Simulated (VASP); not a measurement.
# Cu, RPA pressure from two volumes: which settings are enough?

Cu, I4/mmm (no. 139), 1 atom in the cell. PBE, RPA total energies; PAW potentials Cu_GW (PBE set). VASP 6.6.1.

Wanted: pressure from correlation alone within 0.3 GPa.

Long-wave limit: left out; k mesh of the exchange step: 8 × 8 × 8; Volumes (share of the given one): 0.97, 1.03.

## k mesh of the correlation step

| k mesh of the correlation step | Pressure from correlation alone (GPa) | Time (s) |
|---|---|---|
| 2x2x2 | -30.23 | 177 |
| 3x3x3 | -12.16 | 169 |
| 4x4x4 | -20.20 | 204 |
| 6x6x6 (reference) | -21.16 | 422 |

Chosen: 6x6x6; the next looser run is off by more than half of the tolerance, so convergence isn't shown beyond this value.

## The input

INCAR.step1:
```
ALGO = Normal
EDIFF = 1E-8
ENCUT = 400
GGA = PE
ISMEAR = 0
KPAR = 8
LASPH = T
LCHARG = F
LREAL = F
LWAVE = T
PREC = Accurate
SIGMA = 0.1
```

INCAR.step2:
```
AEXX = 1.0
AGGAC = 0.0
ALDAC = 0.0
ALGO = Eigenval
EDIFF = 1E-8
ENCUT = 400
GGA = PE
ISMEAR = 0
KPAR = 8
LASPH = T
LCHARG = F
LHFCALC = T
LREAL = F
LWAVE = F
NELM = 1
PREC = Accurate
PRECFOCK = Fast
SIGMA = 0.1
```

INCAR.step3:
```
ALGO = ACFDT
EDIFF = 1E-8
ENCUT = 400
GGA = PE
ISMEAR = 0
LASPH = T
LCHARG = F
LREAL = F
LWAVE = F
NOMEGA = 16
PREC = Accurate
PRECFOCK = Fast
SIGMA = 0.1
```

KPOINTS.step1:
```
k-points
0
Gamma
  8 8 8
```

KPOINTS.step3:
```
Automatic mesh
0
Gamma
  6 6 6
  0 0 0
```

POSCAR.step1:
```
Cu
1.0
   -1.4282186536      1.4282186536      1.3621806870
    1.4282186536     -1.4282186536      1.3621806870
    1.4282186536      1.4282186536     -1.3621806870
Cu
1
Direct
    0.0000000000      0.0000000000      0.0000000000
```

POSCAR.step4:
```
Cu
1.0
   -1.4570793315      1.4570793315      1.3897069049
    1.4570793315     -1.4570793315      1.3897069049
    1.4570793315      1.4570793315     -1.3897069049
Cu
1
Direct
    0.0000000000      0.0000000000      0.0000000000
```

Commands (each step's output is kept before the next begins):
```
cat potpaw_PBE.64/Cu_GW/POTCAR > POTCAR
cp INCAR.step1 INCAR
cp KPOINTS.step1 KPOINTS
cp POSCAR.step1 POSCAR
mpirun -np 8 vasp_std > vasp.out
cp INCAR.step2 INCAR
mpirun -np 8 vasp_std > vasp.out
rm WAVECAR CHG
cp INCAR.step3 INCAR
cp KPOINTS.step3 KPOINTS
mpirun -np 8 vasp_std > vasp.out
rm WAVECAR CHG
cp INCAR.step1 INCAR
cp KPOINTS.step1 KPOINTS
cp POSCAR.step4 POSCAR
mpirun -np 8 vasp_std > vasp.out
cp INCAR.step2 INCAR
mpirun -np 8 vasp_std > vasp.out
rm WAVECAR CHG
cp INCAR.step3 INCAR
cp KPOINTS.step3 KPOINTS
mpirun -np 8 vasp_std > vasp.out
```

Limits: The plane-wave cutoff lies under the usual one for these potentials, so absolute numbers hold a basis-set error.

The chosen input took VASP 6.6.1 422 s on 8 cores (Intel Xeon Platinum 8259CL @ 2.50GHz (Skylake/Cascade Lake)), a shared host.
